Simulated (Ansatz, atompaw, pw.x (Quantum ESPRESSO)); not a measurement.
**Equation-of-state test of one PAW (atompaw) potential (Li)**

```
Element                 : lithium (Li)
Generator               : atompaw 4.2.0.5
Type                    : PAW
Functional              : PBE
Relativity              : scalar-relativistic
Frozen core             : [He]
Valence charge          : 1
Reference configuration : 2s1 2p0
Partial waves           : 2s (bound); 2s channel at 2.25 Ry; 2p (bound, empty); 2p channel at 2.7 Ry; 3d channel at 0.4 Ry; 3d channel at 3.05 Ry
Local potential         : troulliermartins scheme with l = 3 at 0 Ry, radius 2.00 bohr
Core correction         : smooth core density matched at 1.60 bohr
Augmentation charge     : besselshape compensation charge, radius 2.65 bohr; PAW radius 3.00 bohr; waves and projectors: bloechl
```

Atomic tests: cutoffs needed: 6 Ry and 6 Ry (the cutoffs (Ry, on a coarse ladder) from which the occupation-weighted sum of valence levels, in a spherical-Bessel basis at the reference potential, stays within 10 and 1 mRy of its value at 400 Ry); ghost test: no extra level below or beside the all-electron valence levels (s, p, d, f tested) (spherical-Bessel basis up to 400 Ry, 20 bohr box); lowest eigenvalue of the overlap operator: 0.53 (s channel).

Crystal test: fcc Li in pw.x 7.5, no spin, 13³ k-points, Fermi–Dirac smearing 0.01 Ry, cutoffs 40/400 Ry. The reference is all-electron LAPW (Ansatz 0.2.0) with the same functional, mesh and smearing; V0 and B0 come from Birch–Murnaghan fits to the pressures at five volumes. Errors are pseudo minus all-electron; Δ is the rms difference of the E(V) curves that follow from these fits, minima aligned, over ±6 % about the mean V0. Mesh and smearing are coarse, so the numbers serve the comparison and aren't converged zero-temperature values; the lattice is a test structure that the element need not adopt.

All-electron: a0 = 4.329 Å (V0 = 20.28 Å³/atom), B0 = 13.7 GPa.

**Question.** How far does the potential miss the all-electron equation of state?

**Answer.** mean pressure error (GPa): +0.05; a0 (Å): 4.334; a0 error (%): +0.12; B0 error (%): +0.1; Δ (meV/atom): 0.2.

```
V (Å³/atom)  P all-electron (GPa)  P pseudo (GPa)
     19.331                  0.71            0.77
     19.839                  0.31            0.37
     20.348                 -0.05            0.01
     20.857                 -0.37           -0.32
     21.365                 -0.66           -0.61
```

**Question.** At the middle volume, how do free energy and pressure move when the wave cutoff is lowered (ecutrho held at 400 Ry)?

**Answer.**

```
cutoff (Ry)  shift of F (meV/atom)  shift of P (GPa)
         18                   +1.5             -0.01
         24                   +0.5             -0.00
         32                   +0.1             -0.00
```

The run at the middle volume (84 k-points, 5 iterations) took about 4.8 s on one core of a shared host (Intel(R) Xeon(R) 6975P-C, 192 threads, 1512 GiB, load 51).
